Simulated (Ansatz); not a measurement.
# HfO2: the cost of one run

Computed with Ansatz 0.2.0 (DFT r2SCAN, scalar-relativistic, plane waves, PAW, unless a step's input says otherwise).

1 further run of the same task is left out (set aside as unsound or not needed). Runs told in other sessions of the task aren't counted.

## 1. The system as given

It takes space group P4_2/nmc (No. 137, tetragonal). Conventional cell: a = 3.577 Å, b = 3.577 Å, c = 5.203 Å, α = 90.00°, β = 90.00°, γ = 90.00°. Around Hf (site symmetry -4m2) lie 4 O at 2.06 Å. Around O (site symmetry 2mm) lie 2 Hf at 2.06 Å.

Coordinates:

```cif
data_structure
_symmetry_space_group_name_H-M 'P 1'
_symmetry_Int_Tables_number 1
_cell_length_a 3.5768
_cell_length_b 3.5768
_cell_length_c 5.2027
_cell_angle_alpha 90.000
_cell_angle_beta 90.000
_cell_angle_gamma 90.000
_cell_volume 66.56
loop_
_atom_site_label
_atom_site_type_symbol
_atom_site_fract_x
_atom_site_fract_y
_atom_site_fract_z
_atom_site_occupancy
Hf1 Hf 0.50000 0.50000 0.50000 1
Hf2 Hf 0.00000 0.00000 0.00000 1
O1 O 0.00000 0.50000 0.69616 1
O2 O 0.50000 0.00000 0.80384 1
O3 O 0.50000 0.00000 0.30384 1
O4 O 0.00000 0.50000 0.19616 1
```

It goes back to an entry of the Materials Project, which need not be the stable form.

It is the result of an earlier relaxation at this level (volume 11.09 Å³/atom; gap on the mesh: 5.26 eV).

## 2. The reference cell

Reference values: F = -33752.5803 eV; pressure -0.01 GPa; largest force 0.000 eV/Å; gap on the mesh 5.26 eV. It was computed beforehand with the settings of the runs below.

## 3. Setting up a strain scan

The cell is strained by ε times the Voigt pattern (0, 0, 1, 0, 0, 0) (xx, yy, zz, yz, xz, xy; engineering shear), with fractional coordinates fixed (clamped ions). The stress on the pattern is the sum of the stress components weighted by it, tension positive.

## 4. ε = -0.1500

Input file input.yaml:

```yaml
crystal:
  lattice:
    - [3.5768243322, 0.0, 0.0]
    - [0.0, 3.5768243322, 0.0]
    - [0.0, 0.0, 4.4222728606]
  atoms:
    - { symbol: Hf, position: [0.5, 0.5, 0.5] }
    - { symbol: Hf, position: [0.0, 0.0, 0.0] }
    - { symbol: O, position: [0.0, 0.5, 0.6961635346] }
    - { symbol: O, position: [0.5, 0.0, 0.8038364654] }
    - { symbol: O, position: [0.5, 0.0, 0.3038364654] }
    - { symbol: O, position: [0.0, 0.5, 0.1961635346] }
basis:
  ecutwfc: 500
kpoints:
  mp_grid: { grid: [6, 6, 6] }
hamiltonian:
  xc: r2scan
scf:
  occupations: { method: gaussian, width: 0.05 }
output:
  forces: true
  stress: true
  eigenvalues: true
```

Launch:

```sh
> ansatz run input.yaml --threads 1 --pin off --max-ram 2560MiB --backend cpu --events-out ev --progress --plain --runs-dir out
```

**Question.** How long does this run take on 1 thread of Intel Xeon at 2.50GHz (Skylake/Cascade Lake), shared host, and how much memory does it need?

About 27 s, with a peak of 0.53 GiB.
